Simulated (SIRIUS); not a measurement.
# AlNi3 under changes of volume

One of the cells (10.932 Å³/atom); the others are scaled copies at fixed shape and fractional positions:

```
Ni Al
1.0
     3.52305    0.00000    0.00000
     0.00000    3.52305    0.00000
     0.00000    0.00000    3.52305
Ni Al
3 1
Direct
  0.50000 0.50000 0.00000
  0.50000 0.00000 0.50000
  0.00000 0.50000 0.50000
  0.00000 0.00000 0.00000
```

The cell is a database's computed one.

* Program: SIRIUS 7.12.0
* Functional: PBEsol
* Potentials or basis: PseudoDojo 0.4.1 PBEsol standard (scalar relativistic)
* Cutoff: 1333 eV
* Density cutoff: 5334 eV
* k mesh: 8 × 8 × 8
* Occupations: fermi-dirac, width 0.05 eV
* Spin: collinear spin, ferromagnetic start
* Starting moments: [1.0, 1.0, 1.0, 0.0] μB

```csv
volume (Å³/atom),energy over the lowest point (meV/atom),pressure (GPa),moment (μB per cell)
10.276,?,?,?
10.495,10.24,8.4,0.63
10.713,2.07,3.6,0.66
10.932,0.00,-0.6,0.68
11.151,3.40,-4.4,0.69
11.369,11.69,-7.7,0.71
11.588,24.36,-10.8,0.72
```

Task: What does the run at 10.276 Å³/atom give?

Result: Energy over the lowest point 25.23 meV/atom; pressure 13.7 GPa; moment 0.61 μB per cell.

Worked out: A Birch-Murnaghan fit of order 3 (a polynomial in V^(-2/3)) to the other rows has its minimum at 10.90 Å³/atom with B0 = V·E''(V) = 203 GPa and B' = 4.6. It gives 25.32 meV/atom at 10.276 Å³/atom, against the run's 25.23, and -dE/dV = 13.7 GPa, against 13.7. A parabola through the other rows of the moment, of slope 0.137 μB per Å³/atom there, extrapolates to 0.60 μB, against the run's 0.61.

Energies are extrapolated to zero smearing.
